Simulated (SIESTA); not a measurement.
ZrO2 in SIESTA: the effect of basis

The system is ZrO2.

```xyz
6
Lattice="3.5961 0.0000 0.0000 0.0000 3.5961 0.0000 0.0000 0.0000 5.1770" Properties=species:S:1:pos:R:3 pbc="T T T"
Zr    1.7980    1.7980    2.5885
Zr    0.0000    0.0000    0.0000
O     1.7980    0.0000    4.1261
O     1.7980    0.0000    1.5376
O     0.0000    1.7980    3.6394
O     0.0000    1.7980    1.0509
```

Alike in all runs:

```yaml
Program: SIESTA 5.4.2
Task: single point
Functional: PBE
Potentials_or_basis: PseudoDojo 0.4 standard (PBE files)
Grid_cutoff: 800 Ry
Energy_shift: 0.003 Ry
k_mesh: 7 × 7 × 5
Occupations: fermi-dirac, width 0.05 eV
Spin: no spin polarisation
```

```tsv
basis	gap on the mesh (eV)	pressure (GPa)	largest force (eV/Å)
SZ	2.92	7.6	0.17
SZP	3.38	13.9	0.11
DZ	3.87	11.3	0.30
DZP	3.84	11.2	0.24
DZDP	3.87	10.6	0.22
TZP	?	?	?
TZDP	3.90	9.3	0.12
```

Problem. What does the run with basis TZP give?

Solution. gap on the mesh 3.88 eV; pressure 9.4 GPa; largest force 0.11 eV/Å.

Caveats: an odd mesh through Γ misses points on the zone boundary, where band edges often lie; the basis of atomic orbitals isn't converged, which shifts pressures, moduli and gaps; the basis has no polarisation orbitals (some runs).
